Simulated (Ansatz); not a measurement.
# ZrC (Fm-3m) in Ansatz: further runs

The runs below take ZrC through single point, band structure, with PBEsol.

Everything below comes from runs of Ansatz 0.2.0. Logs are shortened: lines on timing, memory, paths and dates and some standing lists are left out, and cuts for length are marked.

**1. The crystal as given**

The structure is cubic, space group Fm-3m (No. 225). Conventional cell: a = 4.730 Å, b = 4.730 Å, c = 4.730 Å, α = 90.00°, β = 90.00°, γ = 90.00°. Around Zr (site symmetry m-3m) lie 6 C at 2.37 Å. C (site symmetry m-3m) is surrounded by 6 Zr at 2.37 Å.

**2. Single point, PBEsol, 12.43 Å³/atom (volume scaled by 0.94)**

The input, input.yaml:

```yaml
crystal:
  lattice:
    - [0.0, 2.3167211471, 2.3167211471]
    - [2.3167211471, 0.0, 2.3167211471]
    - [2.3167211471, 2.3167211471, 0.0]
  atoms:
    - { symbol: Zr, position: [0.5, 0.5, 0.5] }
    - { symbol: C, position: [0.0, 0.0, 0.0] }
kpoints:
  mp_grid: { grid: [10, 10, 10] }
scf:
  occupations: { method: fermi_dirac, width: 0.05 }
hamiltonian:
  xc: pbesol
  pseudopotentials: { kind: all_electron, lapw: { basis_error: 0.0005 } }
output:
  forces: true
  stress: true
  eigenvalues: true
```

Potentials or basis: all-electron LAPW, scalar-relativistic.

Launch:

```console
ansatz run input.yaml --threads 1 --pin off --max-ram 3072MiB --backend cpu --events-out ev --progress --plain --runs-dir out
```

Standard output:

```text
Warning: RAYON_NUM_THREADS=1 ignored (pool sized by the plan → 1); use --threads N
LAPW: plane waves up to 8.651 Å⁻¹, error target 5.0e-4 eV per atom; small_component_spin mean_spin; C in spheres of 1.033 Å, 6 of its electrons in bands, Dirac shells []; Zr in spheres of 1.284 Å, 30 of its electrons in bands, Dirac shells [] (how accurate: hamiltonian.pseudopotentials.lapw.basis_error, Limitations)
Engine: ansatz 0.2.0, x86_64-unknown-linux-gnu
Pseudopotentials: kind: all_electron
Pseudopotential: Zr, LAPW, valence charge 30, lapw/all_electron/scalar/gaussian/Zr, Koelling and Harmon's equation, gaussian nucleus
Pseudopotential: C, LAPW, valence charge 6, lapw/all_electron/scalar/gaussian/C, Koelling and Harmon's equation, gaussian nucleus
Functional definition: PBEsol
  exchange = pbesol_x
  correlation = pbesol_c
Crystal: 2 atoms, lattice volume = 24.869 Å³
Basis set: ecut = 285.1100412059929 eV, 283 PW (Γ), exchange–correlation at level 2
Bands: 22, of which v1, the nominal top of the filled ones, is band 18 counted from 1 (17 counted from 0)
Symmetry: 48 space group operations
Space group: Fm-3m (ITA 225), of the structure as read, at distance tolerance 2.9e-5 Å
k-points: 47 of 1000
Non-local potential: Zr, projectors of the file, none
Non-local potential: C, projectors of the file, none
Initial density: superposition of atomic densities (chi_scale 0.1, normalization cell, long waves kept (reshape's long-wave potential 0.00 eV rms))
Initial wavefunctions: plane waves of lowest kinetic energy (no species holds an atomic orbital)
Functional: x = pbesol(κ = 0.804, μ = 0.12345679012345678), c = pbesol(β = 0.046)
iter 1 solved again at ethr=1.41e-2 eV; its pass at ethr=1.00e-1 eV (dr2=5.09e0 eV) is discarded
SCF iter   1: F=—  HF=-98908.143688 eV  |F-HF|=—  |Δ(HF+E_count)|=         —  Δρ=1.21e-1  dr2=5.08e0  ethr=1.41e-2  ⟨swp⟩=2.0  Hψ=6936  notcnv=0
preconditioner: auto → none  [insulator: Δε(μ)=0.345 eV  Ē_g=18.419 eV  σ=0.050 eV  W_gap=0.52  n_scr=14 (ndim 8)  ℏωp=27.9 eV  f_vac=0.000  D(μ)=0.13/eV (n_scr^D=0)  ε∞_Penn≈3.3]
SCF iter   2: F=—  HF=-98907.466597 eV  |F-HF|=—  |Δ(HF+E_count)|=   6.77e-1  Δρ=8.09e-2  dr2=2.14e0  ethr=1.41e-2  ⟨swp⟩=3.0  Hψ=3017  notcnv=0
iter 3 solved again at ethr=5.35e-5 eV; its pass at ethr=5.93e-3 eV (dr2=1.92e-2 eV) is discarded
SCF iter   3: F=—  HF=-98906.389732 eV  |F-HF|=—  |Δ(HF+E_count)|=    1.08e0  Δρ=1.01e-2  dr2=1.94e-2  ethr=5.35e-5  ⟨swp⟩=2.2  Hψ=5187  notcnv=0
SCF iter   4: F=—  HF=-98906.386614 eV  |F-HF|=—  |Δ(HF+E_count)|=         —  Δρ=3.11e-3  dr2=2.66e-3  ethr=5.35e-5  ⟨swp⟩=2.0  Hψ=3321  notcnv=0
the basis was enlarged: its passes take 257.0 KiB over the memory plan, 1 of 1 planned eigensolver slots
SCF iter   5: F=—  HF=-98906.383759 eV  |F-HF|=—  |Δ(HF+E_count)|=   2.85e-3  Δρ=1.35e-3  dr2=3.52e-4  ethr=7.39e-6  ⟨swp⟩=2.0  Hψ=3200  notcnv=0
SCF iter   6: F=—  HF=-98906.382950 eV  |F-HF|=—  |Δ(HF+E_count)|=   8.09e-4  Δρ=1.50e-4  dr2=5.45e-6  ethr=9.78e-7  ⟨swp⟩=2.9  Hψ=3292  notcnv=0
SCF iter   7: F=—  HF=-98906.382938 eV  |F-HF|=—  |Δ(HF+E_count)|=   1.20e-5  Δρ=2.71e-5  dr2=1.86e-7  ethr=1.52e-8  ⟨swp⟩=2.8  Hψ=3265  notcnv=0
SCF iter   8: F=-98906.382938 eV  HF=-98906.382938 eV  |F-HF|=1.31e-10  |Δ(HF+E_count)|=   2.48e-7  Δρ=7.64e-7  dr2=1.09e-10  ethr=5.16e-10  ⟨swp⟩=2.7  Hψ=3249  notcnv=0
SCF 1 converged in 8 iterations: F = -98906.382938 eV  dr2 = 1.09e-10
SCF converged after 8 iterations
Free energy (F): -98906.382938 eV
Harris-Foulkes:  -98906.382938 eV  (|F-HF|=1.31e-10)
Internal energy: -98906.380490 eV  (E = F + TS)
E sigma→0 (E₀):  -98906.381714 eV
Entropy (-TS):   -0.002447 eV (-1.224 meV/atom)
Fermi energy:    17.218508 eV
--- Per-component energies (eV) ---
  E_band       = -4523.652140
  E_kinetic    = 102116.817237
  E_xc         = -3199.070463
  E_electrostatic = -197824.127264  (all electrons and nuclei)
  E_smearing   = -0.002447  (= −TS)
  E_closure    = 0.000000  (closes the sum)
  E_atoms      = -98887.051451  (free atoms, spherical and without spin; not in F)
  Σ components = -98906.382938   (vs F -98906.382938, Δ=0.00e0)
  Basis errors (estimates in eV, not in F): energy 1.6e-4 per atom: plane waves 1.5e-4 (8.6e-5 summed), levels above the bands 1.5e-28, relativity 1.5e-8, radial functions 9.4e-6, core shells 4.4e-13; eigenvalues (radial functions only) 1.0e-6; not estimated: angular momenta, meshes, grids; target (lapw.basis_error) 5.0e-4; muffin-tin radii C 1.033 Å, Zr 1.284 Å
--- Forces (eV/Å), atoms counted from 1 ---
  atom   1  Zr     0.00000000    -0.00000000     0.00000000
  atom   2  C     -0.00000000     0.00000000     0.00000000
  max |Σ_I F_I| component: 5.92e-30 eV/Å
--- Stress (GPa, compression-positive) ---
        5.713564      -0.000000       0.000000
       -0.000000       5.713564       0.000000
        0.000000       0.000000       5.713564
  P = ⅓ Tr σ = 5.7136 GPa (57.136 kbar)
--- Band table (eV; the first three rows and the last of 47) ---
  k-point 0: bands = ["-379.8585", "-292.9874", "-292.9874", "-292.9874", "-245.9885", "-150.4235", "-150.4235", "-150.4235", "-150.4104", "-150.4104", "-30.6026", "-8.3131", "-8.3131", "-8.3131", "5.7710", "18.1666", "18.1666", "18.1666", "18.2741", "18.2741", "18.2741", "20.1324"]
  k-point 1: bands = ["-379.8585", "-292.9874", "-292.9874", "-292.9874", "-245.9885", "-150.4235", "-150.4235", "-150.4235", "-150.4104", "-150.4104", "-30.5907", "-8.4185", "-8.3219", "-8.3219", "6.0165", "16.8001", "17.1036", "17.1036", "18.6727", "18.6727", "19.1447", "21.2951"]
  k-point 2: bands = ["-379.8585", "-292.9874", "-292.9874", "-292.9874", "-245.9885", "-150.4235", "-150.4235", "-150.4235", "-150.4104", "-150.4104", "-30.5595", "-8.6848", "-8.3451", "-8.3451", "6.6875", "15.1727", "15.8615", "15.8615", "19.3647", "19.3647", "19.7422", "23.2717"]
  k-point 46: bands = ["-379.8585", "-292.9874", "-292.9874", "-292.9874", "-245.9885", "-150.4235", "-150.4235", "-150.4235", "-150.4104", "-150.4104", "-30.4350", "-9.0021", "-8.8377", "-8.6751", "7.6097", "14.6822", "14.8220", "14.9004", "19.6902", "21.4860", "23.2076", "24.2252"]
```

It took 5.1 s on 1 thread of Intel Xeon 6975P-C (Granite Rapids), shared host; peak memory 0.34 GiB.

What came out:

```yaml
Free_energy: -98906.3829 eV
Pressure: 5.7 GPa
Band_gap_on_the_k_mesh: none (metal or under the smearing width)
```

**3. Single point, PBEsol, 12.70 Å³/atom (volume scaled by 0.96)**

input.yaml: that of step 2 with these lines changed.

```diff
@@ -2,5 +2,5 @@
   lattice:
-    - [0.0, 2.3167211471, 2.3167211471]
-    - [2.3167211471, 0.0, 2.3167211471]
-    - [2.3167211471, 2.3167211471, 0.0]
+    - [0.0, 2.3330366223, 2.3330366223]
+    - [2.3330366223, 0.0, 2.3330366223]
+    - [2.3330366223, 2.3330366223, 0.0]
   atoms:
```

Potentials or basis: all-electron LAPW, scalar-relativistic.

Launch:

```console
ansatz run input.yaml --threads 1 --pin off --max-ram 3072MiB --backend cpu --events-out ev --progress --plain --runs-dir out
```

Wall time 5.3 s (1 thread of Intel Xeon 6975P-C (Granite Rapids), shared host); peak memory 0.35 GiB.

Results (log left out):

| Quantity | Value |
| --- | --- |
| Free energy | -98906.3930 eV |
| Pressure | 0.5 GPa |
| Band gap on the k mesh | none (metal or under the smearing width) |

**4. Single point, PBEsol, 12.96 Å³/atom (volume scaled by 0.98)**

input.yaml: that of step 3 with these lines changed.

```diff
@@ -2,5 +2,5 @@
   lattice:
-    - [0.0, 2.3330366223, 2.3330366223]
-    - [2.3330366223, 0.0, 2.3330366223]
-    - [2.3330366223, 2.3330366223, 0.0]
+    - [0.0, 2.3491270385, 2.3491270385]
+    - [2.3491270385, 0.0, 2.3491270385]
+    - [2.3491270385, 2.3491270385, 0.0]
   atoms:
```

Launch:

```console
ansatz run input.yaml --threads 1 --pin off --max-ram 3072MiB --backend cpu --events-out ev --progress --plain --runs-dir out
```

Run time: 5.3 s. Hardware: 1 thread of Intel Xeon 6975P-C (Granite Rapids), shared host; peak memory 0.34 GiB.

Results (log left out):

```yaml
Free_energy: -98906.3868 eV
Pressure: -4.2 GPa
Band_gap_on_the_k_mesh: none (metal or under the smearing width)
```

**5. Single point, PBEsol, 13.23 Å³/atom**

input.yaml: that of step 4 with these lines changed.

```diff
@@ -2,5 +2,5 @@
   lattice:
-    - [0.0, 2.3491270385, 2.3491270385]
-    - [2.3491270385, 0.0, 2.3491270385]
-    - [2.3491270385, 2.3491270385, 0.0]
+    - [0.0, 2.365, 2.365]
+    - [2.365, 0.0, 2.365]
+    - [2.365, 2.365, 0.0]
   atoms:
```

Launch:

```console
ansatz run input.yaml --threads 1 --pin off --max-ram 3072MiB --backend cpu --events-out ev --progress --plain --runs-dir out
```

It took 5.7 s on 1 thread of Intel Xeon 6975P-C (Granite Rapids), shared host; peak memory 0.34 GiB.

Results (log left out):

```yaml
Free_energy: -98906.3657 eV
Pressure: -8.4 GPa
Band_gap_on_the_k_mesh: none (metal or under the smearing width)
```

**6. Single point, PBEsol, 13.49 Å³/atom (volume scaled by 1.02)**

input.yaml: that of step 5 with these lines changed.

```diff
@@ -2,5 +2,5 @@
   lattice:
-    - [0.0, 2.365, 2.365]
-    - [2.365, 0.0, 2.365]
-    - [2.365, 2.365, 0.0]
+    - [0.0, 2.3806627081, 2.3806627081]
+    - [2.3806627081, 0.0, 2.3806627081]
+    - [2.3806627081, 2.3806627081, 0.0]
   atoms:
```

Potentials or basis: all-electron LAPW, scalar-relativistic.

Launch:

```console
ansatz run input.yaml --threads 1 --pin off --max-ram 3072MiB --backend cpu --events-out ev --progress --plain --runs-dir out
```

It took 4.6 s on 1 thread of Intel Xeon 6975P-C (Granite Rapids), shared host; peak memory 0.34 GiB.

It converged, with:

```yaml
Free_energy: -98906.3315 eV
Pressure: -12.3 GPa
Band_gap_on_the_k_mesh: none (metal or under the smearing width)
```

**7. Single point, PBEsol, 13.76 Å³/atom (volume scaled by 1.04)**

input.yaml: that of step 6 with these lines changed.

```diff
@@ -2,5 +2,5 @@
   lattice:
-    - [0.0, 2.3806627081, 2.3806627081]
-    - [2.3806627081, 0.0, 2.3806627081]
-    - [2.3806627081, 2.3806627081, 0.0]
+    - [0.0, 2.39612199, 2.39612199]
+    - [2.39612199, 0.0, 2.39612199]
+    - [2.39612199, 2.39612199, 0.0]
   atoms:
```

Launch:

```console
ansatz run input.yaml --threads 1 --pin off --max-ram 3072MiB --backend cpu --events-out ev --progress --plain --runs-dir out
```

Wall time 5.8 s (1 thread of Intel Xeon 6975P-C (Granite Rapids), shared host); peak memory 0.35 GiB.

It converged, with:

| Item | Value |
| --- | --- |
| Free energy | -98906.2852 eV |
| Pressure | -15.7 GPa |
| Band gap on the k mesh | none (metal or under the smearing width) |

**8. Single point, PBEsol, 14.02 Å³/atom (volume scaled by 1.06)**

input.yaml: that of step 7 with these lines changed.

```diff
@@ -2,5 +2,5 @@
   lattice:
-    - [0.0, 2.39612199, 2.39612199]
-    - [2.39612199, 0.0, 2.39612199]
-    - [2.39612199, 2.39612199, 0.0]
+    - [0.0, 2.411384325, 2.411384325]
+    - [2.411384325, 0.0, 2.411384325]
+    - [2.411384325, 2.411384325, 0.0]
   atoms:
```

Launch:

```console
ansatz run input.yaml --threads 1 --pin off --max-ram 3072MiB --backend cpu --events-out ev --progress --plain --runs-dir out
```

It took 5.7 s on 1 thread of Intel Xeon 6975P-C (Granite Rapids), shared host; peak memory 0.35 GiB.

Results (log left out):

| Quantity | Value |
| --- | --- |
| Free energy | -98906.2282 eV |
| Pressure | -18.8 GPa |
| Band gap on the k mesh | none (metal or under the smearing width) |

**9. Band structure, PBEsol**

The input, input.yaml:

```yaml
crystal:
  lattice:
    - [0.0, 2.365, 2.365]
    - [2.365, 0.0, 2.365]
    - [2.365, 2.365, 0.0]
  atoms:
    - { symbol: Zr, position: [0.5, 0.5, 0.5] }
    - { symbol: C, position: [0.0, 0.0, 0.0] }
kpoints:
  mp_grid: { grid: [10, 10, 10] }
  band_path:
    path:
      - [0.0, 0.0, 0.0]
      - [0.5, 0.0, 0.5]
      - [0.5, 0.25, 0.75]
      - [0.375, 0.375, 0.75]
      - [0.0, 0.0, 0.0]
      - [0.5, 0.5, 0.5]
      - [0.625, 0.25, 0.625]
      - [0.5, 0.25, 0.75]
    npoints: 10
scf:
  occupations: { method: fermi_dirac, width: 0.05 }
hamiltonian:
  xc: pbesol
  pseudopotentials: { kind: all_electron, lapw: { basis_error: 0.001 } }
output:
  forces: true
  stress: true
  eigenvalues: true
```

Potentials or basis: all-electron LAPW, scalar-relativistic.

Launch:

```console
ansatz run input.yaml --threads 1 --pin off --max-ram 3072MiB --backend cpu --events-out ev --progress --plain --runs-dir out
```

Run time: 8.6 s. Hardware: 1 thread of Intel Xeon Platinum 8375C at 2.90GHz (Ice Lake), shared host; peak memory 0.33 GiB.

It converged, with:

- Free energy: -98906.3655 eV
- Pressure: -8.4 GPa
- Band gap along the path: none (metal or under the smearing width)

Levels at the corners of the path, in eV from the Fermi level:
```
point  band 14  band 15  band 16  band 17  band 18  band 19  band 20  band 21  band 22
    Γ   -25.81   -11.23     0.94     0.94     0.94     1.04     1.04     1.04     2.74
    X   -26.08   -10.03    -2.10    -1.76     0.04     0.04     4.35     5.53     5.53
    W   -26.10    -9.36    -2.61    -2.36    -2.36     3.21     3.21     5.54     6.86
    K   -26.01    -9.42    -3.04    -2.31    -1.55     1.45     4.76     5.28     7.20
    Γ   -25.81   -11.23     0.94     0.94     0.94     1.04     1.04     1.04     2.74
    L   -25.88    -8.19    -5.27    -2.89    -2.89     4.39     4.39     5.21     6.38
    U   -26.01    -9.42    -3.04    -2.31    -1.55     1.45     4.76     5.28     7.20
    W   -26.10    -9.36    -2.61    -2.36    -2.36     3.21     3.21     5.54     6.86
```
